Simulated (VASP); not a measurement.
A run of VASP 6.6.1 is set up as follows.

Contents of INCAR:

```
  PREC = Accurate
  ENCUT = 600
  EDIFF = 1E-6
  ISMEAR = 0
  SIGMA = 0.05
  LREAL = False
  LASPH = True
  NELM = 100
  ALGO = Fast
  ISIF = 3
  LWAVE = False
  LCHARG = False
  GGA = PE
  IBRION = 2
  NSW = 80
  EDIFFG = -0.01
```

File KPOINTS:

```
Automatic mesh
0
Gamma
  18 18 10
```

The input POSCAR:

```
Pt
1.0
    2.7716678567      0.0000000000      0.0000000000
   -1.3858339283      2.4003347747      0.0000000000
    0.0000000000      0.0000000000      4.5270574992
Pt
2
Direct
    0.3333333333      0.6666666667      0.7500000000
    0.6666666667      0.3333333333      0.2500000000
```

Potentials or basis: VASP PAW PBE potentials, release 64 (Pt).

Command:

```console
$ cat potpaw_PBE.64/Pt/POTCAR > POTCAR
$ mpirun -np 1 vasp_std > vasp.out
```

Predict the space group after relaxing (to 0.05 Å).

P6_3/mmc (No. 194).

What does it give for the relaxed cell?

a = 2.757 Å, b = 2.757 Å, c = 4.776 Å, α = 90.00°, β = 90.00°, γ = 120.00°.

Step by step:
```
step  energy change (eV)  largest force (eV/Å)  pressure (GPa)  volume (Å³)
   1              0.0000                0.0000           11.60        30.12
   2              0.1836                0.0000          -20.10        35.11
   3             -0.0573                0.0000           -1.76        31.64
   4             -0.0573                0.0000           -1.36        31.58
   5             -0.0801                0.0000           -0.39        31.47
   6             -0.0822                0.0000            0.13        31.43
   7             -0.0823                0.0000            0.23        31.42
   8             -0.0823                0.0000            0.19        31.43
   9             -0.0822                0.0000           -0.41        31.50
  10             -0.0823                0.0000           -0.01        31.45
```

The run has no spin-orbit coupling, so splittings on Pt are missing.
